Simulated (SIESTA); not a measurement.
The system is ZrC.

```
Zr C
1.0
     0.00000    2.36500    2.36500
     2.36500    0.00000    2.36500
     2.36500    2.36500    0.00000
Zr C
1 1
Direct
  0.50000 0.50000 0.50000
  0.00000 0.00000 0.00000
```

Base run:

| Quantity | Value |
| --- | --- |
| Program | SIESTA 5.4.2 |
| Functional | LDA |
| Potentials or basis | PseudoDojo 0.4 standard (LDA files) |
| Basis | DZP (energy shift 0.003 Ry; two zetas on semicore shells) |
| Grid cutoff | 800 Ry |
| Energy shift | 0.003 Ry |
| k mesh | 10 × 10 × 10 |
| Occupations | fermi-dirac, width 0.05 eV |
| Spin | no spin polarisation |

Its results: band gap on the k mesh none (metal or under the smearing width); pressure -10.3 GPa.

Problem. The run is repeated on the same cell with these changes: functional from LDA to PBEsol; potentials or basis from PseudoDojo 0.4 standard (LDA files) to PseudoDojo 0.4 standard (PBEsol files). What comes out?

Solution. Band gap on the k mesh none (metal or under the smearing width); pressure -6.4 GPa.

Caveats: the basis of atomic orbitals isn't converged, which shifts pressures, moduli and gaps.
